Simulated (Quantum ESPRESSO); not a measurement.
The system is Au.

```
CELL_PARAMETERS angstrom
0.00000 2.03500 2.03500
2.03500 0.00000 2.03500
2.03500 2.03500 0.00000
ATOMIC_POSITIONS crystal
Au 0.00000 0.00000 0.00000
```

Base run:

| Quantity | Value |
| --- | --- |
| Program | Quantum ESPRESSO 7.5 |
| Functional | PBE |
| Potentials or basis | SSSP 1.3 efficiency PBE |
| Cutoff | 816 eV |
| Density cutoff | 3265 eV |
| k mesh | 11 × 11 × 11 |
| Occupations | fermi-dirac, width 0.05 eV |
| Spin | no spin polarisation |

Its results: band gap on the k mesh none (metal or under the smearing width); pressure 9.8 GPa.

Task: The run is repeated on the same cell with these changes: potentials or basis from SSSP 1.3 efficiency PBE to PseudoDojo 0.4.1 SR PBE standard; cutoff from 816 eV to 1034 eV; density cutoff from 3265 eV to 4136 eV. What comes out?

Result: Band gap on the k mesh none (metal or under the smearing width); pressure 10.3 GPa.

Not every run made on this cell is shown here.
